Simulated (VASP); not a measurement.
# Ge (Fd-3m) in VASP: notebook

Runs on Ge. Level: HSE06. Tasks: relaxation of cell and atoms.

Everything below comes from runs of VASP 6.6.1. Logs are shortened: lines on timing, memory, paths and dates and some standing lists are left out, and cuts for length are marked.

### Step 1. Starting point

The structure is cubic, space group Fd-3m (No. 227). The conventional cell has a = 5.658 Å, b = 5.658 Å, c = 5.658 Å, α = 90.00°, β = 90.00°, γ = 90.00°. Ge (site symmetry -43m) is surrounded by 4 Ge at 2.45 Å.

### Step 2. Relaxation of cell and atoms, HSE06

POSCAR reads:

```
Ge
1.0
    0.0000000000      2.8289100000      2.8289100000
    2.8289100000      0.0000000000      2.8289100000
    2.8289100000      2.8289100000      0.0000000000
Ge
2
Direct
    0.0000000000      0.0000000000      0.0000000000
    0.2500000000      0.2500000000      0.2500000000
```

INCAR.step1 reads:

```
PREC = Accurate ; ENCUT = 520
EDIFF = 1E-5 ; ISMEAR = 0
SIGMA = 0.02 ; LREAL = False
LASPH = True ; NELM = 80
ALGO = Normal ; LWAVE = True
LCHARG = False ; KPAR = 4
GGA = PE
```

INCAR.step2 reads:

```
PREC = Accurate ; ENCUT = 520
EDIFF = 1E-7 ; ISMEAR = 0
SIGMA = 0.02 ; LREAL = False
LASPH = True ; NELM = 80
ALGO = Normal ; ISIF = 3
LWAVE = False ; LCHARG = False
GGA = PE ; LHFCALC = True
HFSCREEN = 0.2 ; PRECFOCK = Fast
IBRION = 2 ; NSW = 80
EDIFFG = -0.01 ; KPAR = 4
ISTART = 1
```

KPOINTS reads:

```
regular mesh
0
Gamma
  6 6 6
```

Potentials or basis: VASP PAW PBE potentials, release 64 (Ge_d).

Run with:

```sh
$ cat potpaw_PBE.64/Ge_d/POTCAR > POTCAR
$ cp INCAR.step1 INCAR
$ mpirun -np 4 vasp_std > vasp.out
$ cp INCAR.step2 INCAR
$ mpirun -np 4 vasp_std > vasp.out
```

OUTCAR:

```text
PREC = Accurate
   ENCUT = 520
   EDIFF = 1E-7
   ISMEAR = 0
   LREAL = False
   LASPH = True
   NELM = 80
   ISIF = 3
   GGA = PE
   LHFCALC = True
   HFSCREEN = 0.2
   PRECFOCK = Fast
   IBRION = 2
   NSW = 80
   EDIFFG = -0.01
   ISTART = 1

 ion  position               nearest neighbor table
   1  0.000  0.000  0.000-   2 2.45   2 2.45   2 2.45   2 2.45
   2  0.250  0.250  0.250-   1 2.45   1 2.45   1 2.45   1 2.45

  LATTYP: Found a face centered cubic cell.
 ALAT       =     5.6578200000

  Lattice vectors:

 A1 = (   0.0000000000,   2.8289100000,   2.8289100000)
 A2 = (   2.8289100000,   0.0000000000,   2.8289100000)
 A3 = (   2.8289100000,   2.8289100000,   0.0000000000)

Analysis of symmetry for initial positions (statically):
=====================================================================
 Subroutine PRICEL returns:
 Original cell was already a primitive cell.

 Routine SETGRP: Setting up the symmetry group for a
 face centered cubic supercell.

 Subroutine GETGRP returns: Found 48 space group operations
 (whereof 24 operations were pure point group operations)
 out of a pool of 48 trial point group operations.

The static configuration has the point symmetry T_d .
 The point group associated with its full space group is O_h .

Analysis of symmetry for dynamics (positions and initial velocities):
=====================================================================
 Subroutine PRICEL returns:
 Original cell was already a primitive cell.

 Routine SETGRP: Setting up the symmetry group for a
 face centered cubic supercell.

 Subroutine GETGRP returns: Found 48 space group operations
 (whereof 24 operations were pure point group operations)
 out of a pool of 48 trial point group operations.

The dynamic configuration has the point symmetry T_d .
 The point group associated with its full space group is O_h .

 Subroutine INISYM returns: Found 48 space group operations
 (whereof 24 operations are pure point group operations),
 and found     1 'primitive' translations

----------------------------------------------------------------------------------------

                                     Primitive cell

  volume of cell :      45.2780

  direct lattice vectors                    reciprocal lattice vectors
     0.000000000  2.828910000  2.828910000    -0.176746521  0.176746521  0.176746521
     2.828910000  0.000000000  2.828910000     0.176746521 -0.176746521  0.176746521
     2.828910000  2.828910000  0.000000000     0.176746521  0.176746521 -0.176746521

  length of vectors
     4.000682889  4.000682889  4.000682889     0.306133954  0.306133954  0.306133954

  position of ions in fractional coordinates (direct lattice)
     0.000000000  0.000000000  0.000000000
     0.250000000  0.250000000  0.250000000

  ion indices of the primitive-cell ions
   primitive index   ion index
                 1           1
                 2           2

----------------------------------------------------------------------------------------

 KPOINTS: regular mesh

Automatic generation of k-mesh.
 Grid dimensions read from file:
 generate k-points for:    6    6    6

 Generating k-lattice:

  Cartesian coordinates                     Fractional coordinates (reciprocal lattice)
    -0.029457753  0.029457753  0.029457753     0.166666667  0.000000000  0.000000000
     0.029457753 -0.029457753  0.029457753     0.000000000  0.166666667  0.000000000
     0.029457753  0.029457753 -0.029457753     0.000000000  0.000000000  0.166666667

  Length of vectors
     0.051022326  0.051022326  0.051022326

  Shift w.r.t. Gamma in fractional coordinates (k-lattice)
     0.000000000  0.000000000  0.000000000

 Subroutine IBZKPT returns following result:
 ===========================================

 Found     16 irreducible k-points:

 Following reciprocal coordinates:
            Coordinates               Weight
  0.000000  0.000000  0.000000      1.000000
  0.166667  0.000000  0.000000      8.000000
  0.333333  0.000000  0.000000      8.000000
  0.500000  0.000000  0.000000      4.000000
  0.166667  0.166667  0.000000      6.000000
  0.333333  0.166667  0.000000     24.000000
[... 8 lines left out ...]
 -0.333333  0.333333  0.166667     24.000000
 -0.333333  0.500000  0.166667     12.000000
   k-points           NKPTS =     16   k-points in BZ     NKDIM =    216   number of bands    NBANDS=     18
   number of dos      NEDOS =    301   number of ions     NIONS =      2
   total plane-waves  NPLWV =  27000
   dimension x,y,z NGX =    30 NGY =   30 NGZ =   30
   dimension x,y,z NGXF=    60 NGYF=   60 NGZF=   60
   ions per type =               2
   NGX,Y,Z   is equivalent  to a cutoff of  12.47, 12.47, 12.47 a.u.
   NGXF,Y,Z  is equivalent  to a cutoff of  24.93, 24.93, 24.93 a.u.
 SYSTEM =  unknown system
   PREC   = accura    normal or accurate (medium, high low for compatibility)
   ISTART =      1    job   : 0-new  1-cont  2-samecut
   ICHARG =      0    charge: 1-file 2-atom 10-const
   ISPIN  =      1    spin polarized calculation?
   LNONCOLLINEAR =      F non collinear calculations
   LSORBIT =      F    spin-orbit coupling
   LASPH  =      T    aspherical Exc in radial PAW
   ENCUT  =  520.0 eV  38.22 Ry    6.18 a.u.   7.44  7.44  7.44*2*pi/ulx,y,z
   NELM   =     80;   NELMIN=  2; NELMDL=  0     # of ELM steps
   EDIFF  = 0.1E-06   stopping-criterion for ELM
   LREAL  =      F    real-space projection
   EDIFFG = -.1E-01   stopping-criterion for IOM
   NSW    =     80    number of steps for IOM
   IBRION =      2    ionic relax: 0-MD 1-quasi-New 2-CG
   NFREE  =      1    steps in history (QN), initial steepest desc. (CG)
   ISIF   =      3    stress and relaxation
   ISYM   =      3    0-nonsym 1-usesym 2-fastsym
   POTIM  = 0.5000    time-step for ionic-motion
   TEBEG  =    0.0;   TEEND  =   0.0 temperature during run
   PSTRESS=    0.0 pullay stress
   NELECT =      28.0000    total number of electrons
   NUPDOWN=      -1.0000    fix difference up-down
   EMIN   =  10.00;   EMAX   =-10.00  energy-range for DOS
   EFERMI =   0.00;   METHOD = LEGACY
   ISMEAR =     0;   SIGMA  =   0.02  broadening in eV -4-tet -1-fermi 0-gaus
   EFERMI_NEDOS =   21; number of points for ismear=-14 and -15
   IALGO  =     38    algorithm
   IMIX   =      1    mixing-type and parameters
     AMIX     =   0.40;   BMIX     =  1.00
     AMIX_MAG =   1.60;   BMIX_MAG =  1.00
  volume/ion in A,a.u.               =      22.64       152.78
  Fermi-wavevector in a.u.,A,eV,Ry     =   1.394756  2.635708 26.468033  1.945346
  Thomas-Fermi vector in A             =   2.518275
   LORBIT       =      0    0 simple, 1 ext, 2 COOP (PROOUT), +10 PAW based schemes
   GGA     = PE    functional components
   LHFCALC =     T    Hartree Fock is set to
   PRECFOCK=fast      Normal, Fast or Accurate (Low or Medium for compatibility)
   ENCUT4O =  -1.0   cutoff for four orbital integrals eV
   NKREDX  =     1    reduce k-point grid by
   NKREDY  =     1    reduce k-point grid by
   NKREDZ  =     1    reduce k-point grid by
   AEXX    =    0.2500 exact exchange contribution
   HFSCREEN=    0.2000 screening length (either q_TF or 0.3 A-1)
   HFSCREENC=   0.2000 screening length for correlation (either q_TF or 0.3 A-1)
   ENCUTFOCK=  -1.0 apply spherical cutoff to Coloumb kernel
   IVDW    =     0    specifies the selected vdW correction
   LEPSILON=     F    determine dielectric tensor
   LRPA    =     F    only Hartree local field effects (RPA)
 conjugate gradient relaxation of ions
 non-spin polarized calculation
 Gauss-broadening in eV      SIGMA  =   0.02
  energy-cutoff  :      520.00
  volume of cell :       45.28
 maximum number of plane-waves:      1243
 NGX is ok and might be reduce to    30
  NGX = 18; NGY = 18; NGZ = 18

--------------------------------------- Ionic step        1  -------------------------------------------

 number of electron      28.0000022 magnetization

 Free energy of the ion-electron system (eV)
  ---------------------------------------------------
  ext. energy  EPLUGINS =         0.00000000
  ---------------------------------------------------
  free energy    TOTEN  =       -10.68379149 eV

  energy without entropy =      -10.68379149  energy(sigma->0) =      -10.68379149

------------------------ aborting loop because EDIFF is reached ----------------------------------------

  FORCE on cell =-STRESS in cart. coord.  units (eV):
  Direction    XX          YY          ZZ          XY          YZ          ZX
  --------------------------------------------------------------------------------------
  -------------------------------------------------------------------------------------
  Total        0.2567756      0.2567756      0.2567756      0.0000000      0.0000000      0.0000000
  in kB        9.0860890      9.0860890      9.0860890      0.0000000      0.0000000      0.0000000
  external PRESSURE =       9.0860890 kB  Pullay stress =       0.0000000 kB

 VOLUME and BASIS-vectors are now :
 -----------------------------------------------------------------------------
  energy-cutoff  :      520.00
  volume of cell :       45.28
      direct lattice vectors                 reciprocal lattice vectors
     0.000000000  2.828910000  2.828910000    -0.176746521  0.176746521  0.176746521
     2.828910000  0.000000000  2.828910000     0.176746521 -0.176746521  0.176746521
     2.828910000  2.828910000  0.000000000     0.176746521  0.176746521 -0.176746521

 POSITION                                       TOTAL-FORCE (eV/Angst)
 -----------------------------------------------------------------------------------
      0.00000      0.00000      0.00000         0.000000      0.000000      0.000000
      1.41446      1.41446      1.41446        -0.000000     -0.000000     -0.000000
 -----------------------------------------------------------------------------------
    total drift:                                0.000000      0.000000     -0.000000

  FREE ENERGIE OF THE ION-ELECTRON SYSTEM (eV)
  ---------------------------------------------------
  free  energy   TOTEN  =       -10.6837914884 eV
[... 17 lines left out ...]
 VOLUME and BASIS-vectors are now :
 -----------------------------------------------------------------------------
  energy-cutoff  :      520.00
  volume of cell :       46.12
      direct lattice vectors                 reciprocal lattice vectors
     0.000000000  2.846431615  2.846431615    -0.175658532  0.175658532  0.175658532
     2.846431615  0.000000000  2.846431615     0.175658532 -0.175658532  0.175658532
     2.846431615  2.846431615 -0.000000000     0.175658532  0.175658532 -0.175658532

 POSITION                                       TOTAL-FORCE (eV/Angst)
 -----------------------------------------------------------------------------------
      2.84643      0.00000      2.84643        -0.000000     -0.000000     -0.000000
      1.42322      1.42322      1.42322         0.000000      0.000000      0.000000
 -----------------------------------------------------------------------------------
    total drift:                                0.000000     -0.000000     -0.000000

  FREE ENERGIE OF THE ION-ELECTRON SYSTEM (eV)
  ---------------------------------------------------
  free  energy   TOTEN  =       -10.6847320004 eV

  energy  without entropy=      -10.6847320004  energy(sigma->0) =      -10.68473200

--------------------------------------- Ionic step        3  -------------------------------------------

 number of electron      28.0000012 magnetization

 Free energy of the ion-electron system (eV)
  ---------------------------------------------------
  ext. energy  EPLUGINS =         0.00000000
  ---------------------------------------------------
  free energy    TOTEN  =       -10.68523837 eV

  energy without entropy =      -10.68523837  energy(sigma->0) =      -10.68523837

 E-fermi :   4.7430     XC(G=0):  -8.1742

 val. band max:        4.5636409511   @ k =   0.0000   0.0000   0.0000
 cond. band min:       5.3397280112   @ k =   0.0000   0.0000   0.0000
 fundamental gap:      0.7760870602
 Fermi energy:         4.7430059206

 k-point     1 :       0.0000    0.0000    0.0000
  band No.  band energies     occupation
      1     -23.3906      2.00000
      2     -23.3906      2.00000
      3     -23.3906      2.00000
      4     -23.3541      2.00000
      5     -23.3541      2.00000
      6     -23.1526      2.00000
[... 10 lines left out ...]
     17       7.7891      0.00000
     18       7.7891      0.00000

 k-point     2 :       0.1667    0.0000    0.0000
  band No.  band energies     occupation
      1     -23.4022      2.00000
      2     -23.4022      2.00000
      3     -23.3866      2.00000
      4     -23.3373      2.00000
      5     -23.3373      2.00000
      6     -23.1674      2.00000
[... 10 lines left out ...]
     17       8.5147      0.00000
     18       9.4854      0.00000
[... 305 lines left out ...]
 VOLUME and BASIS-vectors are now :
 -----------------------------------------------------------------------------
  energy-cutoff  :      520.00
  volume of cell :       45.80
      direct lattice vectors                 reciprocal lattice vectors
     0.000000000  2.839811719  2.839811719    -0.176068011  0.176068011  0.176068011
     2.839811719  0.000000000  2.839811719     0.176068011 -0.176068011  0.176068011
     2.839811719  2.839811719 -0.000000000     0.176068011  0.176068011 -0.176068011

 POSITION                                       TOTAL-FORCE (eV/Angst)
 -----------------------------------------------------------------------------------
      0.00000      0.00000      0.00000        -0.000000     -0.000000     -0.000000
      1.41991      1.41991      1.41991         0.000000      0.000000      0.000000
 -----------------------------------------------------------------------------------
    total drift:                               -0.000000     -0.000000     -0.000000

  FREE ENERGIE OF THE ION-ELECTRON SYSTEM (eV)
  ---------------------------------------------------
  free  energy   TOTEN  =       -10.6852383696 eV

  energy  without entropy=      -10.6852383696  energy(sigma->0) =      -10.68523837

 reached required accuracy - stopping structural energy minimisation
```

Run time: 23 min. Hardware: 4 MPI ranks of Intel Xeon 6975P-C (Granite Rapids), shared host; peak memory 0.28 GiB.

What came out:

```
Free energy                            : -10.6852 eV
Relaxed volume                         : 22.90 Å³/atom
Relaxed cell                           : a = 4.016 Å, b = 4.016 Å, c = 4.016 Å, α = 60.00°, β = 60.00°, γ = 60.00°
Space group after relaxing (to 0.05 Å) : Fd-3m (No. 227)
Energy gained by relaxing              : 0.7 meV/atom
Ionic steps                            : 3
Pressure after relaxing                : 0.0 GPa
Band gap on the k mesh                 : 0.78 eV, direct
```

Step by step:
```
step  energy change (eV)  largest force (eV/Å)  pressure (GPa)  volume (Å³)
   1              0.0000                0.0000            0.91        45.28
   2             -0.0009                0.0000           -0.54        46.12
   3             -0.0014                0.0000            0.03        45.80
```

Final structure:
```xyz
2
Lattice="0.0000 2.8398 2.8398 2.8398 0.0000 2.8398 2.8398 2.8398 0.0000" Properties=species:S:1:pos:R:3 pbc="T T T"
Ge    0.0000    0.0000    0.0000
Ge    1.4199    1.4199    1.4199
```

Caveat: the PAW data sets were made with another functional, which shifts forces and pressure a little.

### Step 3. Relaxation of cell and atoms, HSE06

This run uses another cell than the first one, of 22.90 Å³/atom, 1.012 times its volume.

POSCAR reads:

```
Ge                                      
1.0
    0.0000000000      2.8398117186      2.8398117186
    2.8398117186      0.0000000000      2.8398117186
    2.8398117186      2.8398117186     -0.0000000000
  Ge            
     2
Direct
     0.0000000000000000    0.0000000000000000    0.0000000000000000
     0.2500000000000000    0.2500000000000000    0.2500000000000000
```

INCAR.step1 is that of step 2.

INCAR.step2 is that of step 2.

KPOINTS is that of step 2.

Potentials or basis: VASP PAW PBE potentials, release 64 (Ge_d).

Run with:

```sh
$ cat potpaw_PBE.64/Ge_d/POTCAR > POTCAR
$ cp INCAR.step1 INCAR
$ mpirun -np 4 vasp_std > vasp.out
$ cp INCAR.step2 INCAR
$ mpirun -np 4 vasp_std > vasp.out
```

Run time: 7.1 min. Hardware: 4 MPI ranks of Intel Xeon 6975P-C (Granite Rapids), shared host; peak memory 0.27 GiB.

Results (log left out):

* Free energy: -10.6855 eV
* Pressure after relaxing: 0.0 GPa
* Band gap on the k mesh: 0.78 eV, direct

Final structure:
```yaml
crystal:
  lattice:
    - [0.00000, 2.83981, 2.83981]
    - [2.83981, 0.00000, 2.83981]
    - [2.83981, 2.83981, 0.00000]
  atoms:
    - { symbol: Ge, position: [0.00000, 0.00000, 0.00000] }
    - { symbol: Ge, position: [0.25000, 0.25000, 0.25000] }
```

Levels at points of the mesh, in eV from the valence-band top:
```csv
k point,band 11,band 12,band 13,band 14,band 15,band 16,band 17,band 18
"(0.00, 0.00, 0.00)",-13.97,0.00,0.00,0.00,0.78,3.23,3.23,3.23
"(0.50, 0.00, 0.00)",-11.66,-8.25,-1.51,-1.51,0.79,4.46,4.46,7.93
"(0.50, 0.50, 0.00)",-9.67,-9.67,-3.32,-3.32,1.29,1.29,10.72,10.72
```

Caveat: the relaxation stopped at its first step, so nothing moved; the PAW data sets were made with another functional, which shifts forces and pressure a little. A k mesh can miss the band edges.
